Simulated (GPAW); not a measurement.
The system is CdS (Greenockite).

```
Cd S
1.0
     4.15000    0.00000    0.00000
    -2.07500    3.59401    0.00000
     0.00000    0.00000    6.73700
Cd S
2 2
Cartesian
  2.0750 1.1980 3.3685
  0.0000 2.3960 0.0000
  2.0750 1.1980 5.8949
  0.0000 2.3960 2.5264
```

Base run:

* Program: GPAW 26.7.0
* Functional: PBE
* Potentials or basis: GPAW PAW data sets (gpaw-data 1.2.1), newer versions
* Cutoff: 450 eV
* Basis: pw
* k mesh: 6 × 6 × 3
* Occupations: fermi-dirac, width 0.05 eV
* Spin: no spin polarisation

Its results: band gap on the k mesh 1.18 eV, direct; pressure 1.1 GPa; largest force 0.067 eV/Å.

**Question.** After a change of settings the same cell gave: band gap on the k mesh 1.16 eV, direct; pressure -0.7 GPa; largest force 0.064 eV/Å. Which change was it?
A. functional from PBE to TPSS; potentials or basis from GPAW PAW data sets (gpaw-data 1.2.1), newer versions to GPAW PAW data sets (gpaw-data 1.2.1); cutoff from 450 eV to 600 eV
B. potentials or basis from GPAW PAW data sets (gpaw-data 1.2.1), newer versions to GPAW PAW data sets (gpaw-data 1.2.1); cutoff from 450 eV to 600 eV
C. functional from PBE to AM05; potentials or basis from GPAW PAW data sets (gpaw-data 1.2.1), newer versions to PAW data sets generated in the run's folder for this functional; cutoff from 450 eV to 600 eV
D. potentials or basis from GPAW PAW data sets (gpaw-data 1.2.1), newer versions to SG15 ONCV 1.2; cutoff from 450 eV to 1100 eV; k mesh from 6 × 6 × 3 to 7 × 7 × 4; valence electrons from 36 to 52

**Answer.** C.

Caveats: the cutoff is short for stress and forces, so pressures can be off by a GPa or more (some runs); an odd mesh through Γ misses points on the zone boundary, where band edges often lie (some runs).

Not every run made on this cell is shown here.
